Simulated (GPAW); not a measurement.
Here is a GPAW 26.7.0 calculation.

File run.py:

```python
from ase import Atoms
from ase.dft.bandgap import bandgap
from ase.io import write
from ase.units import GPa
from gpaw import GPAW, PW

atoms = Atoms(['S', 'Mg'],
              cell=[[0.0, 2.60165, 2.60165],
                    [2.60165, 0.0, 2.60165],
                    [2.60165, 2.60165, 0.0]],
              scaled_positions=[[0.5, 0.5, 0.5],
                                [0.0, 0.0, 0.0]],
              pbc=True)

calc = GPAW(mode=PW(650),
            xc='PBE',
            kpts={'size': (7, 7, 7), 'gamma': True},
            occupations={'name': 'fermi-dirac', 'width': 0.05},
            nbands=16,
            maxiter=120,
            txt='gpaw.txt')
atoms.calc = calc
energy = atoms.get_potential_energy()
forces = atoms.get_forces()
stress = atoms.get_stress()
calc.write('gs.gpw')
write('result.traj', atoms)
print(f'Energy: {energy:.6f} eV')
print('Forces (eV/A):')
print(forces.round(4))
print('Stress (GPa):', (stress / GPa).round(3))
print('Fermi level:', round(calc.get_fermi_level(), 4), 'eV')
print(f'Gap: {bandgap(calc)[0]:.4f} eV, direct: {bandgap(calc, direct=True)[0]:.4f} eV')
```

Potentials or basis: GPAW PAW data sets (gpaw-data 1.2.1), pw.

The run is started by

```sh
$ OMP_NUM_THREADS=1 python run.py
```

Problem. Estimate the pressure.

Solution. 1.0 GPa.

Problem. Estimate the band gap on the k mesh.

Solution. 3.01 eV, indirect (least direct gap 3.72 eV).

Caveat: the cutoff is short for stress and forces, so pressures can be off by a GPa or more; an odd mesh through Γ misses points on the zone boundary, where band edges often lie.
